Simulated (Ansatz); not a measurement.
# Mg (P6/mmm, 1 atom in the cell): a soft mode frozen in, part 2 of 2

Which phase does Mg (P6/mmm, 1 atom in the cell) fall into along its unstable mode, and how much energy does it gain?

Ansatz 0.2.0; DFT PBEsol, scalar-relativistic, plane waves, PAW.

So far, highest frequency on the path or at a solved wavevector (cm⁻¹): step 2 (response at finite wavevector) 258. Also lowest frequency on the path (cm⁻¹): step 2 -128.

This is not the structure that Mg takes at ambient pressure and room temperature (hexagonal, No. 194); it is a model or a phase of other conditions.

### 6. Relaxation from the frozen mode

Starting from the lowest point found, all atoms and the cell are let go, so that strain and other modes of the same symmetry can join in.

File input.yaml:

```yaml
crystal:
  lattice:
    - [3.0755538064, 0.0, 0.0]
    - [1.5377769032, 2.6635077271, 0.0]
    - [0.0, 0.0, 6.1250487076]
  atoms:
    - { symbol: Mg, position: [-0.164010006, 0.215737588, 0.0] }
    - { symbol: Mg, position: [0.164010006, -0.215737588, 0.5] }
kpoints:
  mp_grid: { grid: [15, 15, 6] }
hamiltonian:
  xc: pbesol
scf:
  occupations: { method: methfessel_paxton, width: 0.15 }
output:
  forces: true
  stress: true
  eigenvalues: true
relax:
  adjacent_minimum: "off"
  f_tol: 0.002
  max_steps: 120
  cell: { stress_tol: 0.03 }
```

Started as:

```sh
$ ansatz run input.yaml --threads 4 --pin off --max-ram 7168MiB --backend cpu --events-out ev --progress --plain --runs-dir out
```

Numbers of over 12 decimals in the logs are rounded to 6 here.

The program printed:

```text
[...]
Crystal: 2 atoms, lattice volume = 50.175 Å³
Basis set: ecut = 420 eV, 1005 PW (Γ), exchange–correlation on 48×48×90 points (8 copies of the dense FFT grid, shifted against one another)
Bands: 14, of which v1, the nominal top of the filled ones, is band 10 counted from 1 (9 counted from 0)
Symmetry: 4 space group operations
[...]
k-points: 452 of 1350
[...]
SCF iter   1: F=—  HF=-3823.861806 eV  |F-HF|=—  |Δ(HF+E_count)|=         —  Δρ=1.78e-3  dr2=9.55e-4  ethr=1.77e-3  ⟨swp⟩=5.0  Hψ=31121  notcnv=0
[...]
SCF iter   5: F=-3823.860449 eV  HF=-3823.860449 eV  |F-HF|=1.65e-8  |Δ(HF+E_count)|=   3.18e-7  S|Δr|=    0.00e0  Δρ=8.89e-6  dr2=2.62e-8  ethr=5.00e-10  ⟨swp⟩=5.5  Hψ=27978  notcnv=0
SCF 1 converged in 5 iterations: F = -3823.860449 eV  dr2 = 2.62e-8
[...]
relax step   1: F+E_penalty+E_count = -3823.86044885 eV  Δ(F+E_penalty+E_count) = +0.000e0 eV  max|allowed force component| = 1.691e-1 eV/Å  Δτ_max = 0.0000 Å  P = -1.294 GPa  Ω = 50.175 Å³  (5 SCF iters, dr2 threshold 1.00e-7 eV, accepted)
Crystal: 2 atoms, lattice volume = 48.229 Å³
Basis set: ecut = 420 eV, 931 PW (Γ), exchange–correlation on 48×48×90 points (8 copies of the dense FFT grid, shifted against one another)
[...]
iter 1 solved again at ethr=3.58e-5 eV; its pass at ethr=3.10e-3 eV (dr2=7.16e-3 eV) is discarded
[...]
SCF iter   5: F=-3823.969156 eV  HF=-3823.969156 eV  |F-HF|=1.39e-9  |Δ(HF+E_count)|=   8.40e-8  S|Δr|=    0.00e0  Δρ=2.36e-6  dr2=2.27e-9  ethr=5.51e-10  ⟨swp⟩=2.1  Hψ=23446  notcnv=0
SCF 2 converged in 5 iterations: F = -3823.969156 eV  dr2 = 2.27e-9
relax step   2: F+E_penalty+E_count = -3823.96915629 eV  Δ(F+E_penalty+E_count) = -1.087e-1 eV  max|allowed force component| = 1.018e-1 eV/Å  Δτ_max = 0.1365 Å  P = -1.096 GPa  Ω = 48.229 Å³  energy of the carried Pulay correction = +2.801e-5 eV  (5 SCF iters, dr2 threshold 2.00e-7 eV, accepted)
Crystal: 2 atoms, lattice volume = 45.998 Å³
Basis set: ecut = 420 eV, 903 PW (Γ), exchange–correlation on 48×48×90 points (8 copies of the dense FFT grid, shifted against one another)
[...]
SCF iter   5: F=-3824.036061 eV  HF=-3824.036061 eV  |F-HF|=2.50e-8  |Δ(HF+E_count)|=   9.22e-8  S|Δr|=    0.00e0  Δρ=1.34e-5  dr2=5.00e-8  ethr=1.00e-9  ⟨swp⟩=5.3  Hψ=31128  notcnv=0
SCF 3 converged in 5 iterations: F = -3824.036061 eV  dr2 = 5.00e-8
relax step   3: F+E_penalty+E_count = -3824.03606132 eV  Δ(F+E_penalty+E_count) = -6.691e-2 eV  max|allowed force component| = 7.224e-2 eV/Å  Δτ_max = 0.0767 Å  P = -0.219 GPa  Ω = 45.998 Å³  energy of the carried Pulay correction = +6.151e-5 eV  (5 SCF iters, dr2 threshold 2.00e-7 eV, accepted)
[...]
relax step   4: F+E_penalty+E_count = -3824.09606918 eV  Δ(F+E_penalty+E_count) = -6.001e-2 eV  max|allowed force component| = 4.958e-2 eV/Å  Δτ_max = 0.1106 Å  P = +0.016 GPa  Ω = 45.000 Å³  energy of the carried Pulay correction = +7.700e-5 eV  (5 SCF iters, dr2 threshold 2.00e-7 eV, accepted)
[...]
relax step   5: F+E_penalty+E_count = -3824.10235118 eV  Δ(F+E_penalty+E_count) = -6.282e-3 eV  max|allowed force component| = 4.916e-3 eV/Å  Δτ_max = 0.0704 Å  P = +0.128 GPa  Ω = 44.842 Å³  energy of the carried Pulay correction = +7.948e-5 eV  (5 SCF iters, dr2 threshold 2.00e-7 eV, accepted)
[...]
relax step   6: F+E_penalty+E_count = -3824.10463487 eV  Δ(F+E_penalty+E_count) = -2.284e-3 eV  max|allowed force component| = 8.280e-4 eV/Å  Δτ_max = 0.0023 Å  P = +0.016 GPa  Ω = 44.949 Å³  energy of the carried Pulay correction = +7.781e-5 eV  (3 SCF iters, dr2 threshold 2.00e-7 eV, accepted)
[...]
relax step   7: F+E_penalty+E_count = -3824.10493412 eV  Δ(F+E_penalty+E_count) = -2.992e-4 eV  max|allowed force component| = 4.897e-4 eV/Å  Δτ_max = 0.0024 Å  P = -0.024 GPa  Ω = 44.988 Å³  energy of the carried Pulay correction = +7.719e-5 eV  (3 SCF iters, dr2 threshold 1.60e-7 eV, accepted)
[...]
relax step   8: F+E_penalty+E_count = -3824.10494977 eV  Δ(F+E_penalty+E_count) = -1.565e-5 eV  max|allowed force component| = 1.818e-3 eV/Å  Δτ_max = 0.0016 Å  P = +0.010 GPa  Ω = 44.947 Å³  energy of the carried Pulay correction = +7.783e-5 eV  (3 SCF iters, dr2 threshold 1.45e-8 eV, accepted)
[...]
relax step   9: F+E_penalty+E_count = -3824.10495367 eV  Δ(F+E_penalty+E_count) = -3.899e-6 eV  max|allowed force component| = 1.000e-3 eV/Å  Δτ_max = 0.0021 Å  P = +0.000 GPa  Ω = 44.959 Å³  energy of the carried Pulay correction = +7.764e-5 eV  (5 SCF iters, accepted)
Basis set: ecut = 420 eV, 881 PW (Γ), exchange–correlation on 48×48×72 points (8 copies of the dense FFT grid, shifted against one another)
[...]
SCF iter   4: F=-3824.104872 eV  HF=-3824.104872 eV  |F-HF|=3.18e-12  |Δ(HF+E_count)|=   6.66e-9  S|Δr|=    0.00e0  Δρ=1.23e-7  dr2=1.98e-12  ethr=1.00e-12  ⟨swp⟩=4.0  Hψ=29159  notcnv=0
SCF 10 converged in 4 iterations: F = -3824.104872 eV  dr2 = 1.98e-12
relax step  10: F+E_penalty+E_count = -3824.10487220 eV  Δ(F+E_penalty+E_count) = +8.147e-5 eV  max|allowed force component| = 1.000e-3 eV/Å  Δτ_max = 0.0000 Å  P = +0.001 GPa  Ω = 44.959 Å³  stress off target by 1.45e-2 GPa  SCF on the basis re-selected at this cell (its energy is not comparable with the rows above)  (4 SCF iters)
basis re-selected at this cell: Δ(F+E_penalty+E_count) = +8.147e-5 eV, ΔP = +0.001 GPa vs the last step (what re-selecting the basis moved, of the pressure what is left beyond the Pulay correction that the steps carried, after the strain that the cell walked since its last selection, with what the two solves' SCF thresholds leave and, on support functions, any second-order correction that the steps lacked; it is no measure of the basis error at this ecutwfc). The dense FFT grid was sized anew with the basis: this SCF ran on 24×24×36 points, the steps before it on 24×24×45, so part of this shift can come from that change (see relax.cell in the input reference). [rest of the remark cut]
SCF converged after 4 iterations
[...]
Free energy (F): -3824.104872 eV
[...]
Internal energy: -3824.104011 eV  (E = F + TS)
E sigma→0 (E₀):  -3824.104657 eV
Entropy (-TS):   -0.000861 eV (-0.431 meV/atom)
Fermi energy:    5.735520 eV
[...]
--- Forces (eV/Å), atoms counted from 1 ---
  atom   1  Mg     0.00090336    -0.00100017    -0.00000000
  atom   2  Mg    -0.00090336     0.00100017     0.00000000
  max |Σ_I F_I| component: 0.00e0 eV/Å
--- Stress (GPa, compression-positive) ---
        0.002259      -0.000121       0.000000
       -0.000121      -0.013798       0.000000
        0.000000       0.000000       0.014478
  P = ⅓ Tr σ = 0.0010 GPa (0.010 kbar)
--- Band table (eV; the first three rows and the last of 452) ---
  k-point 0: bands = [... 6 lower, -36.7647, -36.7647, -1.2398, 4.0682, 4.5462, 16.8256, 16.8371, 16.9777]
  k-point 1: bands = [... 6 lower, -36.7651, -36.7650, -1.0814, 2.6298, 6.2567, 16.2307, 16.9483, 16.9598]
  k-point 2: bands = [... 6 lower, -36.7661, -36.7660, -0.6081, 1.2585, 8.4434, 13.5316, 17.2846, 17.2959]
  k-point 451: bands = [... 6 lower, -36.7737, -36.7737, 4.7188, 4.7188, 5.4024, 5.4024, 12.3979, 12.3979]
--- Relaxed structure (9 steps of the walk, 9 accepted, 1 SCFs on fresh bases) ---
  F+E_penalty+E_count = -3824.10487220 eV   max|allowed force component| = 1.000e-3 eV/Å   (the final SCF, on the basis selected at the relaxed cell)
  cell:  # Å, volume = 44.9595 Å³
    - [3.174030, -0.000533007, 0.0]
    - [1.586553, 2.749570, 0.0]
    - [0.0, 0.0, 5.151142]
  atoms:
    - { symbol: Mg, position: [-0.167005, 0.333502, 0.0] }
    - { symbol: Mg, position: [0.167005, -0.333502, 0.500000] }
```

Wall time 30 s (4 threads of Arm Neoverse V2, shared host); peak memory 0.56 GiB; 2 min of CPU time.

Step by step:

```csv
step,energy less that of the first step (eV),largest force component (eV/Å),pressure (GPa),volume (Å³)
1,0.0000,0.1691,-1.29,50.17
2,-0.1087,0.1018,-1.10,48.23
3,-0.1756,0.0722,-0.22,46.00
4,-0.2356,0.0496,0.02,45.00
5,-0.2419,0.0049,0.13,44.84
6,-0.2442,0.0008,0.02,44.95
7,-0.2445,0.0005,-0.02,44.99
8,-0.2445,0.0018,0.01,44.95
9,-0.2445,0.0010,0.00,44.96
10*,-0.2444,0.0010,0.00,44.96
```

Relaxation steps marked * repeat the geometry before them on a plane-wave basis chosen anew for their cell, so energy and pressure can jump there.

Forces are held to the 4 operations that the run works with; a distortion that breaks them can't arise in this run.

```csv
cell as run,before,after,change
a (Å),3.076,3.174,+3.2 %
b (Å),3.076,3.174,+3.2 %
c (Å),6.125,5.151,-15.9 %
γ (°),60.00,60.02,+0.0 %
volume (Å³/atom),25.09,22.48,-10.4 %
```

The atoms that moved most (Å, as changes of fractional coordinates times the final cell):

```csv
atom,dx,dy,dz,length
Mg1,0.177,0.324,0.000,0.369
Mg2,-0.177,-0.324,0.000,0.369
```

The relaxed structure:

```cif
data_structure
_symmetry_space_group_name_H-M 'P 1'
_symmetry_Int_Tables_number 1
_cell_length_a 3.1740
_cell_length_b 3.1745
_cell_length_c 5.1511
_cell_angle_alpha 90.000
_cell_angle_beta 90.000
_cell_angle_gamma 60.024
_cell_volume 44.96
loop_
_atom_site_label
_atom_site_type_symbol
_atom_site_fract_x
_atom_site_fract_y
_atom_site_fract_z
_atom_site_occupancy
Mg1 Mg 0.83299 0.33350 0.00000 1
Mg2 Mg 0.16701 0.66650 0.50000 1
```

This step gave:

- pressure: 9.80e-4 GPa
- volume per atom: 22.48 Å³

The distorted start has space group P2_1/m; the relaxation ends in P6_3/mmc.

### 7. The new phase in its own primitive cell

The relaxed structure is symmetrised, reduced to its primitive cell and relaxed tightly, as its phonons need.

input.yaml, the sections that differ from step 6:

```yaml
crystal:
  lattice:
    - [3.1747135665, 0.0, 0.0]
    - [-1.5873567832, 2.7493825983, 0.0]
    - [0.0, 0.0, 5.1511421656]
  atoms:
    - { symbol: Mg, position: [0.6666666667, 0.3333333333, 0.75] }
    - { symbol: Mg, position: [0.3333333333, 0.6666666667, 0.25] }
kpoints:
  mp_grid: { grid: [15, 15, 8] }
relax:
  adjacent_minimum: "off"
  f_tol: 0.001
  max_steps: 60
  cell: { stress_tol: 0.01 }
# hamiltonian, scf, output: as in step 6
```

The program printed:

```text
[...]
Crystal: 2 atoms, lattice volume = 44.962 Å³
Basis set: ecut = 420 eV, 881 PW (Γ), exchange–correlation on 48×48×72 points (8 copies of the dense FFT grid, shifted against one another)
Bands: 14, of which v1, the nominal top of the filled ones, is band 10 counted from 1 (9 counted from 0)
Symmetry: 24 space group operations
[...]
k-points: 135 of 1800
[...]
k-point 134: bands = [... 6 lower, -36.7818, -36.7818, 5.9359, 5.9359, 6.4160, 6.4160, 7.3208, 7.3208]
--- Relaxed structure (4 steps of the walk, 4 accepted, 1 SCFs on fresh bases) ---
[...]
cell:  # Å, volume = 45.0041 Å³
    - [3.190074, -2.9007108826950233e-11, 0.0]
    - [-1.595037, 2.762685, 0.0]
    - [0.0, 0.0, 5.106455]
  atoms:
    - { symbol: Mg, position: [0.666667, 0.333333, 0.750000] }
    - { symbol: Mg, position: [0.333333, 0.666667, 0.250000] }
[key lines of the parts left out:]
SCF converged after 5 iterations
Free energy (F): -3824.102155 eV
Fermi energy:    5.768703 eV
P = ⅓ Tr σ = -0.0074 GPa (-0.074 kbar)
```

It took 3.7 s on 4 threads; peak memory 0.37 GiB.

Step by step:

```csv
step,energy less that of the first step (eV),largest force component (eV/Å),pressure (GPa),volume (Å³)
1,0.0000,0.0000,0.02,44.96
2,-0.0008,0.0000,0.00,44.99
3,-0.0009,0.0000,0.01,44.98
4,-0.0009,0.0000,-0.01,45.00
5*,-0.0009,0.0000,-0.01,45.00
```

Relaxation steps marked * repeat the geometry before them on a plane-wave basis chosen anew for their cell, so energy and pressure can jump there.

The run keeps the 24 symmetry operations that it works with, so distortions that break them were not tested.

```csv
"conventional cell, symmetrised",before,after,change
a (Å),3.175,3.190,+0.5 %
b (Å),3.175,3.190,+0.5 %
c (Å),5.151,5.106,-0.9 %
volume (Å³/atom),22.48,22.50,+0.1 %
```

The relaxed structure:

```xyz
2
Lattice="3.1901 0.0000 0.0000 -1.5950 2.7627 0.0000 0.0000 0.0000 5.1065" Properties=species:S:1:pos:R:3 pbc="T T T"
Mg    1.5950    0.9209    3.8298
Mg    0.0000    1.8418    1.2766
```

This step gave:

- pressure: -0.007438 GPa
- volume per atom: 22.50 Å³

The forces vanish by symmetry and the pressure is -0.007 GPa, within the tolerances set. The cell now holds 22.50 Å³/atom.

### 8. Modes of the new phase, k-mesh 15×15×8

A relaxed structure may still be a saddle point, so its zone-centre modes are computed. No field response is asked, since the mesh shows no gap.

input.yaml, the sections that differ from step 7:

```yaml
crystal:
  lattice:
    - [3.1900742091, 0.0, 0.0]
    - [-1.5950371045, 2.762685305, 0.0]
    - [0.0, 0.0, 5.1064549672]
  atoms:
    - { symbol: Mg, position: [0.6666666667, 0.3333333333, 0.75] }
    - { symbol: Mg, position: [0.3333333333, 0.6666666667, 0.25] }
output:
  eigenvalues: true
phonons:
  method: dfpt
# kpoints, hamiltonian, scf: as in step 7
# relax: removed
```

The program printed:

```text
zone centre: on kpoints.mp_grid the ground state, and the responses unless they are solved on pairs of k-points, stand on 320 of the mesh's 1800 k-points, reduced under 4 symmetry operations, with k and −k counted as one. Each operation leaves every solved displacement unchanged or reverses it
[...]
Crystal: 2 atoms, lattice volume = 45.004 Å³
Basis set: ecut = 420 eV, 881 PW (Γ), exchange–correlation on 48×48×72 points (8 copies of the dense FFT grid, shifted against one another)
Bands: 14, of which v1, the nominal top of the filled ones, is band 10 counted from 1 (9 counted from 0)
Symmetry: 24 space group operations
k-points: 320 of 1800 (irreducible under 4 space group operations, time reversal used)
[...]
SCF iter   1: F=—  HF=-3824.103526 eV  |F-HF|=—  |Δ(HF+E_count)|=         —  Δρ=2.07e-3  dr2=1.05e-3  ethr=1.77e-3  ⟨swp⟩=5.0  Hψ=21964  notcnv=0
[...]
SCF iter   7: F=-3824.102155 eV  HF=-3824.102155 eV  |F-HF|=9.09e-13  |Δ(HF+E_count)|=  4.55e-12  S|Δr|=    0.00e0  Δρ=6.51e-8  dr2=8.40e-13  ethr=1.00e-12  ⟨swp⟩=5.1  Hψ=16243  notcnv=0
SCF 1 converged in 7 iterations: F = -3824.102155 eV  dr2 = 8.40e-13
[...]
DFPT response loops at Γ: preconditioner auto → Kerker (q_TF=auto, 2.383 Å⁻¹) (partly filled bands, converged f_vac=0.000); β = 1.00, the filter's whole step (`scf.mixing.beta` (0.50) is not read by the response loops under this deck's `scf.mixing.preconditioner`; to damp them name `kerker` or `kerker_dos`, under which they read `scf.mixing.beta`, and type it under 1.00, their step now; both keys bind the ground state too); Broyden in place of MSR1
SCF converged after 7 iterations
[...]
Free energy (F): -3824.102155 eV
[...]
Internal energy: -3824.101148 eV  (E = F + TS)
E sigma→0 (E₀):  -3824.101903 eV
Entropy (-TS):   -0.001007 eV (-0.504 meV/atom)
Fermi energy:    5.768703 eV
[...]
--- Band table (eV; the first three rows and the last of 320) ---
  k-point 0: bands = [... 6 lower, -36.7749, -36.7749, -1.2439, 4.1343, 4.6642, 16.6723, 16.6723, 16.7887]
  k-point 1: bands = [... 6 lower, -36.7751, -36.7751, -1.1532, 3.0802, 5.8735, 16.7439, 16.7439, 16.8494]
  k-point 2: bands = [... 6 lower, -36.7758, -36.7758, -0.8817, 1.9590, 7.4605, 15.1444, 16.9502, 16.9502]
  k-point 319: bands = [... 6 lower, -36.7821, -36.7821, 3.3359, 3.3359, 8.2276, 8.2276, 9.7070, 9.7070]
--- Phonons (Γ-DFPT): 2 representative perturbations + reference, on 320 of 1800 k-points (Σ response iterations 6) ---
  k mesh reduced under 4 symmetry operations, with k and −k counted as one. Each operation leaves every solved displacement unchanged or reverses it
  ASR residual: 6.380e-5 → 0.000e0 eV/Å²; symmetrization residual: 1.773e-10 eV/Å²
  ASR residual per site (eV/Å²): 6.38e-5 6.38e-5
  Γ frequencies (cm⁻¹): 0.00 0.00 0.00 130.62 130.62 256.50
  non-analytic LO–TO correction: not included (Born effective charges unavailable; polar crystals: no LO–TO splitting at Γ)
```

Elapsed: 8.2 s, on 4 threads; peak memory 0.7 GiB.

This step gave:

- sum-rule residual before enforcement: 6.38e-5 eV/Å²
- point group: 6/mmm
- highest optical mode at the zone centre (no LO-TO term): 256.5 cm⁻¹
- lowest optical zone-centre mode: 130.6 cm⁻¹

Patterns of degenerate modes are one choice out of their space. Modes at Γ:

```csv
mode,frequency (cm⁻¹),symmetry
1,0.0,acoustic
2,0.0,acoustic
3,0.0,acoustic
4,130.6,E2g
5,130.6,E2g
6,256.5,B1g
```

Displacements in mode 4 (130.6 cm⁻¹), the largest set to 1:
```
Mg1  0.00 -1.00  0.00
Mg2  0.00  1.00  0.00
```

Displacements in mode 6 (256.5 cm⁻¹), the largest set to 1:
```
Mg1  0.00  0.00  1.00
Mg2  0.00  0.00 -1.00
```

Before it was imposed, the acoustic sum rule was missed by 6.4e-5 eV/Å². Small misses are needed for a sound result but don't prove that mesh and cutoff are converged. The lowest optical mode is real, 131 cm⁻¹.

### 9. The phases reached

The phases reached along the modes that were followed are set side by side.

Energies are those of the first relaxation, on the mesh of the frozen mode; space group, volume and gap are those of the last relaxation. Phases, by row:

```csv
mode frozen in,space group,energy from parent (meV/atom),volume (Å³/atom),gap on mesh (eV),lowest zone-centre optical mode (cm⁻¹),largest shift (Å)
parent,P6/mmm,0,25.09,0,–,–
"q = (0.333, 0.333, 0), 128i cm⁻¹",P6/mmm,-180.1,22.77,0,-90.8,1.024
"q = (0, 0, -0.5), 111i cm⁻¹",P6_3/mmc,-236.1,22.5,0,130.6,0.916
"q = (0, 0, -0.5), 111i cm⁻¹",P6_3/mmc,-236.1,22.5,0,130.6,0.917
```

### 10. Outcome

```json
{
 "unstable mode of the parent": "q = (0, 0, -0.5), 111i cm⁻¹",
 "depth at the lowest point sampled": "114 meV/atom",
 "largest atomic shift at that point": "0.6 Å",
 "space group reached (within 0.01 Å)": "P6_3/mmc",
 "energy gained over the parent (first relaxation, on the mesh of the frozen mode)": "236 meV/atom",
 "volume per atom, phase reached": "22.5 Å³",
 "lowest optical zone-centre mode, phase reached": "131 cm⁻¹",
 "highest optical mode at the zone centre (no LO-TO term), phase reached": "256 cm⁻¹"
}
```

**Reading.** Along this mode the structure falls into P6_3/mmc, 236 meV/atom below the parent. At the parent's cell the well is 113.9 meV/atom deep on the steps tried, with its lowest point at a shift of 0.6 Å. That is the last step tried, so the steps alone don't bracket the bottom of the well. Relaxing atoms and cell changes the gain by +122.20 meV/atom against the lowest step (energies at zero smearing). The new phase has no imaginary mode at the zone centre of its cell; other wavevectors were not checked. Of the 3 patterns followed to their end from this parent, this one reaches the lowest energy. Each path keeps the symmetry of its pattern, so a lower phase may lie along a pattern not tried. With no gap, or one that is small against the smearing, the frequencies hang on the k mesh and the smearing, most of all near Kohn anomalies. A phonon run warned that its eigensolver left some bands unconverged in a pass.

[Logs are printed without paths, hosts, clocks, repeated set-up lines and the standing remarks that a program may print on its own settings, such as how far it seeks lower states.]

[Hosts, paths, dates, database ids (printed as entryN), source tags and the programs' standing remarks are cut or masked in the printed files.]
